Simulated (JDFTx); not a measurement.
Ca:

```xyz
1
Lattice="0.0000 2.7942 2.7942 2.7942 0.0000 2.7942 2.7942 2.7942 0.0000" Properties=species:S:1:pos:R:3 pbc="T T T"
Ca    0.0000    0.0000    0.0000
```

- Program: JDFTx 1.7.0 (patched build)
- Task: relaxation of cell and atoms
- Functional: PBEsol
- Potentials or basis: SG15-PBE-1.2 with smoothed tails
- Cutoff: 1088 eV
- Density cutoff: 4354 eV
- k mesh: 4 × 4 × 4
- Occupations: fermi-dirac, width 0.05 eV
- Spin: no spin polarisation

At the start: pressure -1.0 GPa; volume 43.63 Å³/atom.

Question: How do energy, volume and symmetry change on relaxing?

Answer: Over 5 steps the energy falls by 8.3 meV/atom and the volume is 41.16 Å³/atom (-5.7 %); space group Fm-3m (No. 225, to 0.05 Å).

The path:
| step | energy change (eV) | largest force (eV/Å) | pressure (GPa) | volume (Å³) |
| --- | --- | --- | --- | --- |
| 1 | 0.0000 | 0.0000 | -1.03 | 43.63 |
| 2 | -0.0027 | 0.0000 | -0.86 | 43.18 |
| 3 | -0.0083 | 0.0000 | 0.04 | 41.07 |
| 4 | -0.0083 | 0.0000 | 0.00 | 41.16 |
| 5 | -0.0083 | 0.0000 | 0.00 | 41.16 |

Final structure:
```
CELL_PARAMETERS angstrom
0.00000 2.74030 2.74030
2.74030 0.00000 2.74030
2.74030 2.74030 0.00000
ATOMIC_POSITIONS crystal
Ca 0.00000 0.00000 0.00000
```

Caveat: the k mesh is coarse (spacing up to 0.49 Å⁻¹), so the values aren't converged; the potentials were made for another functional, which shifts forces and pressure.
